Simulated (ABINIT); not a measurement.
WC (Qusongite):

```
W C
1.0
     2.90650    0.00000    0.00000
    -1.45325    2.51710    0.00000
     0.00000    0.00000    2.83660
W C
1 1
Direct
  0.00000 0.00000 0.00000
  0.66667 0.33333 0.50000
```

```yaml
Program: ABINIT 10.8.3 (patched build)
Task: relaxation of cell and atoms
Functional: LDA
Potentials_or_basis: PseudoDojo NC SR LDA v0.4.1 standard
Cutoff: 1116 eV
k_mesh: 8 × 8 × 7
Occupations: fermi-dirac, width 0.05 eV
Spin: no spin polarisation
```

At the start: pressure -10.5 GPa; volume 10.38 Å³/atom.

**Question.** How do energy, volume and symmetry change on relaxing?

**Answer.** Over 5 steps the energy falls by 9.0 meV/atom and the volume is 10.11 Å³/atom (-2.5 %); space group P-6m2 (No. 187, to 0.05 Å).

Step by step:
```csv
step,energy change (eV),largest force (eV/Å),pressure (GPa),volume (Å³)
1,0.0000,0.0000,-10.50,20.75
2,-0.0167,0.0000,2.86,20.09
3,-0.0179,0.0000,-0.10,20.23
4,-0.0179,0.0000,-0.01,20.22
5,-0.0179,0.0000,0.00,20.22
```

Final structure:
```cif
data_structure
_symmetry_space_group_name_H-M 'P 1'
_symmetry_Int_Tables_number 1
_cell_length_a 2.8832
_cell_length_b 2.8832
_cell_length_c 2.8092
_cell_angle_alpha 90.000
_cell_angle_beta 90.000
_cell_angle_gamma 120.000
_cell_volume 20.22
loop_
_atom_site_label
_atom_site_type_symbol
_atom_site_fract_x
_atom_site_fract_y
_atom_site_fract_z
_atom_site_occupancy
W1 W 0.00000 0.00000 0.00000 1
C1 C 0.66667 0.33333 0.50000 1
```
